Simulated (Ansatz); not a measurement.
Crystal: Pd.

```
Pd
1.0
    -1.57228    1.57228    1.57228
     1.57228   -1.57228    1.57228
     1.57228    1.57228   -1.57228
Pd
1
Direct
  0.00000 0.00000 0.00000
```

This isn't the form of Pd at room conditions, which is fcc.

Base run:

* Program: Ansatz 0.2.0
* Functional: PBEsol
* Potentials or basis: Ansatz PAW
* Cutoff: 420 eV (not typed: the program's choice for these potentials)
* k mesh: 12 × 12 × 12
* Occupations: fermi-dirac, width 0.05 eV
* Spin: no spin polarisation

Its results: band gap on the k mesh none (metal or under the smearing width); pressure -10.0 GPa.

**Question.** The run is repeated on the same cell with these changes: functional from PBEsol to r2SCAN; cutoff from 420 eV (not typed: the program's choice for these potentials) to 500 eV (not typed: the program's choice for these potentials). What comes out?

**Answer.** Band gap on the k mesh none (metal or under the smearing width); pressure -5.6 GPa.

Caveats: the PAW data sets come from PBE, with cores solved anew for the run's functional, which leaves a small shift of forces and pressure.
